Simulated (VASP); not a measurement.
# GaSb (F-43m) in VASP: a series of runs

The runs below take GaSb through single point, with PBE.

Everything below comes from runs of VASP 6.6.1. Logs are shortened: lines on timing, memory, paths and dates and some standing lists are left out, and cuts for length are marked.

**What was measured.**

A printed reference work, data compilation reports, for a bulk crystal of GaSb at 4.2 K: band gap 0.811 eV (direct).

The runs below are set against these values where they give the same quantity.

### 1 The cell of the first run

Symmetry: F-43m, No. 216, cubic system. The conventional cell has a = 6.118 Å, b = 6.118 Å, c = 6.118 Å, α = 90.00°, β = 90.00°, γ = 90.00°. Within 3.5 Å of Sb (site symmetry -43m) lie 4 Ga at 2.65 Å. Ga (site symmetry -43m) has 4 Sb at 2.65 Å within 3.5 Å.

### 2 Single point, PBE

File INCAR:

```
SYSTEM = GaSb
ALGO = Normal
EDIFF = 1E-6
ENCUT = 520
GGA = PE
ISIF = 2
ISMEAR = -1
LASPH = .True.
LCHARG = .False.
LREAL = .False.
LWAVE = .False.
NBANDS = 16
NELM = 60
PREC = Accurate
SIGMA = 0.03
```

File KPOINTS:

```
k-points
0
Gamma
  4 4 4
  0 0 0
```

File POSCAR:

```
GaSb
1.0
    0.0000000000      3.0590000000      3.0590000000
    3.0590000000      0.0000000000      3.0590000000
    3.0590000000      3.0590000000      0.0000000000
Sb Ga
1 1
Direct
    0.7500000000      0.7500000000      0.7500000000
    0.0000000000      0.0000000000      0.0000000000
```

Potentials or basis: VASP PAW PBE potentials, release 64 (Sb, Ga_d).

The run is started by

```
$ cat potpaw_PBE.64/Sb/POTCAR potpaw_PBE.64/Ga_d/POTCAR > POTCAR
$ mpirun -np 1 vasp_std > vasp.out
```

OUTCAR:

```text
SYSTEM = GaSb
   EDIFF = 1E-6
   ENCUT = 520
   GGA = PE
   ISIF = 2
   ISMEAR = -1
   LASPH = .True.
   LREAL = .False.
   NELM = 60
   PREC = Accurate

 ion  position               nearest neighbor table
   1  0.750  0.750  0.750-   2 2.65   2 2.65   2 2.65   2 2.65
   2  0.000  0.000  0.000-   1 2.65   1 2.65   1 2.65   1 2.65

  LATTYP: Found a face centered cubic cell.
 ALAT       =     6.1180000000

  Lattice vectors:

 A1 = (   0.0000000000,   3.0590000000,   3.0590000000)
 A2 = (   3.0590000000,   0.0000000000,   3.0590000000)
 A3 = (   3.0590000000,   3.0590000000,   0.0000000000)

Analysis of symmetry for initial positions (statically):
=====================================================================
 Subroutine PRICEL returns:
 Original cell was already a primitive cell.

 Routine SETGRP: Setting up the symmetry group for a
 face centered cubic supercell.

 Subroutine GETGRP returns: Found 24 space group operations
 (whereof 24 operations were pure point group operations)
 out of a pool of 48 trial point group operations.

The static configuration has the point symmetry T_d .

Analysis of symmetry for dynamics (positions and initial velocities):
=====================================================================
 Subroutine PRICEL returns:
 Original cell was already a primitive cell.

 Routine SETGRP: Setting up the symmetry group for a
 face centered cubic supercell.

 Subroutine GETGRP returns: Found 24 space group operations
 (whereof 24 operations were pure point group operations)
 out of a pool of 48 trial point group operations.

The dynamic configuration has the point symmetry T_d .

 Subroutine INISYM returns: Found 24 space group operations
 (whereof 24 operations are pure point group operations),
 and found     1 'primitive' translations

----------------------------------------------------------------------------------------

                                     Primitive cell

  volume of cell :      57.2491

  direct lattice vectors                    reciprocal lattice vectors
     0.000000000  3.059000000  3.059000000    -0.163452109  0.163452109  0.163452109
     3.059000000  0.000000000  3.059000000     0.163452109 -0.163452109  0.163452109
     3.059000000  3.059000000  0.000000000     0.163452109  0.163452109 -0.163452109

  length of vectors
     4.326079287  4.326079287  4.326079287     0.283107357  0.283107357  0.283107357

  position of ions in fractional coordinates (direct lattice)
     0.750000000  0.750000000  0.750000000
[... 55 lines left out ...]
   ISPIN  =      1    spin polarized calculation?
   LNONCOLLINEAR =      F non collinear calculations
   LSORBIT =      F    spin-orbit coupling
   LASPH  =      T    aspherical Exc in radial PAW
   ENCUT  =  520.0 eV  38.22 Ry    6.18 a.u.   8.04  8.04  8.04*2*pi/ulx,y,z
   NELM   =     60;   NELMIN=  2; NELMDL= -5     # of ELM steps
   EDIFF  = 0.1E-05   stopping-criterion for ELM
   LREAL  =      F    real-space projection
   EDIFFG = 0.1E-04   stopping-criterion for IOM
   NSW    =      0    number of steps for IOM
   IBRION =     -1    ionic relax: 0-MD 1-quasi-New 2-CG
   NFREE  =      0    steps in history (QN), initial steepest desc. (CG)
   ISIF   =      2    stress and relaxation
   ISYM   =      2    0-nonsym 1-usesym 2-fastsym
   POTIM  = 0.5000    time-step for ionic-motion
   TEBEG  =    0.0;   TEEND  =   0.0 temperature during run
   PSTRESS=    0.0 pullay stress
   NELECT =      18.0000    total number of electrons
   NUPDOWN=      -1.0000    fix difference up-down
   EMIN   =  10.00;   EMAX   =-10.00  energy-range for DOS
   EFERMI =   0.00;   METHOD = LEGACY
   ISMEAR =    -1;   SIGMA  =   0.03  broadening in eV -4-tet -1-fermi 0-gaus
   EFERMI_NEDOS =   21; number of points for ismear=-14 and -15
   IALGO  =     38    algorithm
   IMIX   =      4    mixing-type and parameters
     AMIX     =   0.40;   BMIX     =  1.00
     AMIX_MAG =   1.60;   BMIX_MAG =  1.00
  volume/ion in A,a.u.               =      28.62       193.17
  Fermi-wavevector in a.u.,A,eV,Ry     =   1.113208  2.103657 16.860766  1.239231
  Thomas-Fermi vector in A             =   2.249790
   LORBIT       =      0    0 simple, 1 ext, 2 COOP (PROOUT), +10 PAW based schemes
   GGA     = PE    functional components
[... 5 lines left out ...]
 non-spin polarized calculation
  energy-cutoff  :      520.00
  volume of cell :       57.25
 maximum number of plane-waves:      1572
   NGX = 17   NGY = 17   NGZ = 17

 number of electron      17.9999986 magnetization

 Free energy of the ion-electron system (eV)
  ---------------------------------------------------
  ext. energy  EPLUGINS =         0.00000000
  ---------------------------------------------------
  free energy    TOTEN  =        -7.15653654 eV

  energy without entropy =       -7.15451109  energy(sigma->0) =       -7.15552381

 E-fermi :   4.9527     XC(G=0):  -9.0595

 val. band max:        4.9422413160   @ k =   0.0000   0.0000   0.0000
 cond. band min:       5.3044840959   @ k =   0.5000   0.0000   0.0000
 fundamental gap:      0.3622427799
 Fermi energy:         4.9526824683

 k-point     1 :       0.0000    0.0000    0.0000
  band No.  band energies     occupation
      1     -10.1526      2.00000
      2     -10.1526      2.00000
      3     -10.1526      2.00000
      4     -10.1037      2.00000
      5     -10.1037      2.00000
      6      -6.5671      2.00000
[... 129 lines left out ...]
      3     -10.1298      2.00000
      4     -10.1097      2.00000
      5     -10.1033      2.00000
      6      -4.0570      2.00000
[... 8 lines left out ...]
     15      14.9232      0.00000
     16      16.2936      0.00000

------------------------ aborting loop because EDIFF is reached ----------------------------------------

  FORCE on cell =-STRESS in cart. coord.  units (eV):
  Direction    XX          YY          ZZ          XY          YZ          ZX
  --------------------------------------------------------------------------------------
  -------------------------------------------------------------------------------------
  Total        1.0443301      1.0443301      1.0443301     -0.0000000     -0.0000000      0.0000000
  in kB       29.2267107     29.2267107     29.2267107     -0.0000000     -0.0000000      0.0000000
  external PRESSURE =      29.2267107 kB  Pullay stress =       0.0000000 kB

 VOLUME and BASIS-vectors are now :
 -----------------------------------------------------------------------------
  energy-cutoff  :      520.00
  volume of cell :       57.25
      direct lattice vectors                 reciprocal lattice vectors
     0.000000000  3.059000000  3.059000000    -0.163452109  0.163452109  0.163452109
     3.059000000  0.000000000  3.059000000     0.163452109 -0.163452109  0.163452109
     3.059000000  3.059000000  0.000000000     0.163452109  0.163452109 -0.163452109

 POSITION                                       TOTAL-FORCE (eV/Angst)
 -----------------------------------------------------------------------------------
      4.58850      4.58850      4.58850         0.000000      0.000000      0.000000
      0.00000      0.00000      0.00000        -0.000000     -0.000000     -0.000000
 -----------------------------------------------------------------------------------
    total drift:                               -0.000002     -0.000002     -0.000002

  FREE ENERGIE OF THE ION-ELECTRON SYSTEM (eV)
  ---------------------------------------------------
  free  energy   TOTEN  =        -7.1565365401 eV

  energy  without entropy=       -7.1545110869  energy(sigma->0) =       -7.15552381
```

Run time: 7.7 s. Hardware: 1 thread of AMD EPYC 7R43 (Zen 3), shared host; peak memory 0.14 GiB.

What came out:

```
Free energy : -7.1565 eV
Pressure    : 2.9 GPa
```

Levels at points of the mesh, in eV from the Fermi level:
```tsv
k point	band 7	band 8	band 9	band 10	band 11	band 12
(0.00, 0.00, 0.00)	-0.04	-0.04	-0.04	-0.01	2.71	2.71
(0.50, 0.00, 0.00)	-6.42	-1.20	-1.20	0.35	3.69	3.69
(0.50, 0.50, 0.00)	-6.87	-2.63	-2.63	0.85	1.20	8.63
```

Caveat: the k points lie up to 0.44 Å⁻¹ apart; spin-orbit coupling is left out, which moves the levels of the heavy elements.

### 3 Single point, PBE

File INCAR:

```
PREC     = Accurate       # precision mode
ENCUT    = 520            # plane-wave cutoff, eV
EDIFF    = 1E-6           # SCF threshold, eV
ISMEAR   = 0              # smearing method
SIGMA    = 0.025          # smearing width, eV
LREAL    = False          # projectors in reciprocal space
LASPH    = True           # aspherical terms in the spheres
NELM     = 80             # most SCF steps
ALGO     = Normal         # electronic algorithm
ISIF     = 2              # what is computed and relaxed
LWAVE    = False          # write WAVECAR
LCHARG   = True           # write CHGCAR
GGA      = PE             # functional
LELF     = True           # ELF
LVHAR    = True         
NBANDS   = 16             # bands
```

File KPOINTS:

```
Automatic mesh
0
Gamma
  8 8 8
```

POSCAR is that of step 2.

Potentials or basis: VASP PAW PBE potentials, release 64 (Sb, Ga_d).

The run is started by

```
$ cat potpaw_PBE.64/Sb/POTCAR potpaw_PBE.64/Ga_d/POTCAR > POTCAR
$ mpirun -np 1 vasp_std > vasp.out
```

Run time: 20 s. Hardware: 1 thread of AMD EPYC 7R43 (Zen 3), shared host; peak memory 0.15 GiB.

The run converged. Its results:

| Quantity | Value |
| --- | --- |
| Free energy | -7.3458 eV |
| Pressure | 2.4 GPa |
| Band gap on the k mesh | 0.04 eV, direct |

Levels at points of the mesh, in eV from the valence-band top:
```tsv
k point	band 6	band 7	band 8	band 9	band 10	band 11	band 12	band 13
(0.00, 0.00, 0.00)	-11.48	0.00	0.00	0.00	0.04	2.78	2.78	2.78
(0.50, 0.00, 0.00)	-9.85	-6.37	-1.15	-1.15	0.40	3.75	3.75	6.47
(0.50, 0.50, 0.00)	-9.02	-6.81	-2.57	-2.57	0.90	1.25	8.68	8.68
```

Caveat: spin-orbit coupling is left out, which moves the levels of the heavy elements.

### 4 Single point, PBE

File INCAR:

```
ALGO     = Normal         # electronic algorithm
EDIFF    = 1E-7           # SCF threshold, eV
ENCUT    = 520            # plane-wave cutoff, eV
GGA      = PE             # functional
ISIF     = 2              # what is computed and relaxed
ISMEAR   = 0              # smearing method
LASPH    = T              # aspherical terms in the spheres
LCHARG   = F              # write CHGCAR
LREAL    = F              # projectors in reciprocal space
LWAVE    = F              # write WAVECAR
NBANDS   = 16             # bands
NELM     = 60             # most SCF steps
PREC     = Accurate       # precision mode
SIGMA    = 0.011          # smearing width, eV
```

File KPOINTS:

```
k-points
0
Gamma
  8 8 8
```

POSCAR is that of step 3.

Potentials or basis: VASP PAW PBE potentials, release 64 (Sb, Ga_d).

The run is started by

```
$ cat potpaw_PBE.64/Sb/POTCAR potpaw_PBE.64/Ga_d/POTCAR > POTCAR
$ mpirun -np 1 vasp_std > vasp.out
```

OUTCAR:

```text
EDIFF = 1E-7
   ENCUT = 520
   GGA = PE
   ISIF = 2
   ISMEAR = 0
   LASPH = T
   LREAL = F
   NELM = 60
   PREC = Accurate

 ion  position               nearest neighbor table
   1  0.750  0.750  0.750-   2 2.65   2 2.65   2 2.65   2 2.65
   2  0.000  0.000  0.000-   1 2.65   1 2.65   1 2.65   1 2.65

  LATTYP: Found a face centered cubic cell.
 ALAT       =     6.1180000000

  Lattice vectors:

 A1 = (   0.0000000000,   3.0590000000,   3.0590000000)
 A2 = (   3.0590000000,   0.0000000000,   3.0590000000)
 A3 = (   3.0590000000,   3.0590000000,   0.0000000000)

Analysis of symmetry for initial positions (statically):
=====================================================================
 Subroutine PRICEL returns:
 Original cell was already a primitive cell.

 Routine SETGRP: Setting up the symmetry group for a
 face centered cubic supercell.

 Subroutine GETGRP returns: Found 24 space group operations
 (whereof 24 operations were pure point group operations)
 out of a pool of 48 trial point group operations.

The static configuration has the point symmetry T_d .

Analysis of symmetry for dynamics (positions and initial velocities):
[... 161 lines left out ...]
 val. band max:        4.8712966635   @ k =   0.0000   0.0000   0.0000
 cond. band min:       4.9069673296   @ k =   0.0000   0.0000   0.0000
 fundamental gap:      0.0356706661
 Fermi energy:         4.8907529010

 k-point     1 :       0.0000    0.0000    0.0000
  band No.  band energies     occupation
      1     -10.1663      2.00000
      2     -10.1663      2.00000
      3     -10.1663      2.00000
      4     -10.1167      2.00000
      5     -10.1167      2.00000
      6      -6.6051      2.00000
[... 433 lines left out ...]
      3     -10.1496      2.00000
      4     -10.1197      2.00000
      5     -10.1165      2.00000
      6      -4.6266      2.00000
[... 8 lines left out ...]
     15      14.5292      0.00000
     16      15.0416      0.00000

 [... further k-points ...]

------------------------ aborting loop because EDIFF is reached ----------------------------------------

  FORCE on cell =-STRESS in cart. coord.  units (eV):
  Direction    XX          YY          ZZ          XY          YZ          ZX
  --------------------------------------------------------------------------------------
  -------------------------------------------------------------------------------------
  Total        0.8458807      0.8458807      0.8458807      0.0000000      0.0000000      0.0000000
  in kB       23.6728908     23.6728908     23.6728908      0.0000000      0.0000000      0.0000000
  external PRESSURE =      23.6728908 kB  Pullay stress =       0.0000000 kB

 VOLUME and BASIS-vectors are now :
 -----------------------------------------------------------------------------
  energy-cutoff  :      520.00
  volume of cell :       57.25
      direct lattice vectors                 reciprocal lattice vectors
     0.000000000  3.059000000  3.059000000    -0.163452109  0.163452109  0.163452109
     3.059000000  0.000000000  3.059000000     0.163452109 -0.163452109  0.163452109
     3.059000000  3.059000000  0.000000000     0.163452109  0.163452109 -0.163452109

 POSITION                                       TOTAL-FORCE (eV/Angst)
 -----------------------------------------------------------------------------------
      4.58850      4.58850      4.58850         0.000000     -0.000000     -0.000000
      0.00000      0.00000      0.00000        -0.000000      0.000000      0.000000
 -----------------------------------------------------------------------------------
    total drift:                               -0.000002     -0.000002     -0.000002

  FREE ENERGIE OF THE ION-ELECTRON SYSTEM (eV)
  ---------------------------------------------------
  free  energy   TOTEN  =        -7.3458175768 eV

  energy  without entropy=       -7.3458146047  energy(sigma->0) =       -7.34581609
```

stdout:

```text
POSCAR found type information on POSCAR SbGa
 POSCAR found :  2 types and       2 ions
 scaLAPACK will be used
 LDA part: xc-table for (Slater+PW92), standard interpolation
 POSCAR, INCAR and KPOINTS ok, starting setup
 FFT: planning ... GRIDC
 FFT: planning ... GRID_SOFT
 FFT: planning ... GRID
 WAVECAR not read
 entering main loop
```

Run time: 21 s. Hardware: 1 thread of AMD EPYC 7R43 (Zen 3), shared host; peak memory 0.15 GiB.

What came out:

| Item | Value |
| --- | --- |
| Free energy | -7.3458 eV |
| Pressure | 2.4 GPa |
| Band gap on the k mesh | 0.04 eV, direct |

Caveat: spin-orbit coupling is left out, which moves the levels of the heavy elements.

### 5 The runs side by side

```tsv
k mesh	smearing	gap on the mesh (eV)	pressure (GPa)
4 × 4 × 4	fermi-dirac 0.03 eV	-	2.9
8 × 8 × 8	gaussian 0.025 eV	0.04	2.4
8 × 8 × 8	gaussian 0.011 eV	0.04	2.4
```

Alike in all rows: task single point; level PBE; potentials or basis VASP PAW PBE potentials, release 64 (Sb, Ga_d); no spin polarisation; cell as given; cutoff (eV) 520.

Caveats: some runs use coarse meshes; spin-orbit coupling is left out, which moves the levels of the heavy elements.

Absolute energies hang on the potentials; compare differences alone.

### 6 Against experiment

Step 3. Against the measured gap of GaSb, 0.811 eV (direct; 4.2 K; a printed reference work, data compilation), the calculated 0.04 eV is off by -0.78 eV. Spin-orbit coupling on Ga, Sb is left out. The value is that of PBE on a finite k mesh, which can miss the band edges, without temperature or zero-point motion. Semilocal functionals fall short of measured gaps as a rule.

Step 4. A measured gap of GaSb is 0.811 eV (direct; 4.2 K; a printed reference work, data compilation); the calculated 0.04 eV misses it by -0.78 eV. Spin-orbit coupling on Ga, Sb is left out. The value is that of PBE on a finite k mesh, which can miss the band edges, without temperature or zero-point motion. Semilocal functionals fall short of measured gaps as a rule.
